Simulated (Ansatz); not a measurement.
## TePb: single point with PBE

Crystal: TePb.

```
Pb Te
1.0
     4.00229    0.00000    0.00000
     0.00000    4.00229    0.00000
     0.00000    0.00000    4.00229
Pb Te
1 1
Cartesian
  0.0000 0.0000 0.0000
  2.0011 2.0011 2.0011
```

Measurements of this composition are mostly on another form, of space group No. 225.

```
Program             : Ansatz 0.2.0
Task                : single point
Functional          : PBE
Potentials or basis : Ansatz PAW
Cutoff              : 420 eV (not typed: the program's choice for these potentials)
k mesh              : 7 × 7 × 7
Occupations         : gaussian, width 0.027 eV
Spin                : no spin polarisation
```

```
Pressure               : 0.1 GPa
Band gap on the k mesh : none (metal or under the smearing width)
```

Levels at points of the mesh, in eV from the Fermi level:
| k point | band 13 | band 14 | band 15 | band 16 | band 17 | band 18 |
| --- | --- | --- | --- | --- | --- | --- |
| (0.00, 0.00, 0.00) | -1.57 | -1.57 | -1.57 | 4.01 | 4.01 | 5.22 |

Run time: 1.1 s on 2 threads of Intel(R) Xeon(R) Processor @ 2.70GHz, with other jobs on the host, peak memory 0.35 GiB.

Spin-orbit coupling is left out, which matters for the levels of Pb, Te.
